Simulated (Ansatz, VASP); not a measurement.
InAs in VASP and in Ansatz

INCAR

```
SYSTEM = InAs
  PREC = Accurate
  ENCUT = 520
  EDIFF = 1E-7
  ISMEAR = -1
  SIGMA = 0.08
  LREAL = .False.
  LASPH = .True.
  NELM = 100
  ALGO = Normal
  ISIF = 2
  LWAVE = .False.
  LCHARG = .False.
  GGA = PE
  NBANDS = 16
```

File KPOINTS:

```
Automatic mesh
0
Gamma
  11 11 11
  0 0 0
```

Contents of POSCAR:

```
InAs
1.0
    0.0000000000      2.8716572167      2.8716572167
    2.8716572167      0.0000000000      2.8716572167
    2.8716572167      2.8716572167      0.0000000000
In As
1 1
Direct
    0.0000000000      0.0000000000      0.0000000000
    0.2500000000      0.2500000000      0.2500000000
```

Input for Ansatz:

```yaml
crystal:
  lattice:
    - [0.0, 2.8716572167, 2.8716572167]
    - [2.8716572167, 0.0, 2.8716572167]
    - [2.8716572167, 2.8716572167, 0.0]
  atoms:
    - { symbol: In, position: [0.0, 0.0, 0.0] }
    - { symbol: As, position: [0.25, 0.25, 0.25] }
kpoints:
  mp_grid: { grid: [11, 11, 11] }
  band_path:
    path:
      - [0.0, 0.0, 0.0]
      - [-0.5, -0.5, 0.0]
      - [-0.375, -0.375, 0.25]
      - [-0.375, 0.0, 0.375]
      - [0.0, 0.0, 0.0]
      - [0.0, 0.0, 0.5]
      - [-0.5, -0.25, 0.25]
      - [-0.5, -0.5, 0.0]
    npoints: 8
scf:
  occupations: { method: fermi_dirac, width: 0.08 }
hamiltonian:
  xc: pbe
  pseudopotentials: { kind: paw }
output:
  forces: true
  stress: true
  eigenvalues: true
  populations: true
  dos: { projected: true, de: 0.2, e_range: [-14, 8] }
  write_density: true
  write_potential: true
  elf: true
  volumetric_format: npy
```

Change from the starting cell: volume scaled by 0.8, PAW files.

Alike in both runs: task single point; functional PBE; k mesh 11 × 11 × 11; occupations fermi-dirac, width 0.08 eV; no spin polarisation.

|  | VASP | Ansatz |
| --- | --- | --- |
| version | VASP 6.6.1 | Ansatz 0.2.0 |
| potentials or method | VASP PAW PBE potentials, release 64 (In_d, As) | PAW with Ansatz's default frozen-core files, scalar-relativistic |
| plane-wave cutoff (eV) | 520 | 420 |
| valence electrons in the cell | 18 | 28 |

VASP gave:

* pressure (GPa): 18.5

Q: What did Ansatz give for the same quantities?

A: Pressure (GPa): 18.3.

The two sets of potentials don't hold the same shells in valence.

Caveats: so large a pressure means that the cell lies far from this level's equilibrium, or that cutoff or potentials fall short (VASP); spin-orbit coupling is left out, which moves the levels of the heavy elements.
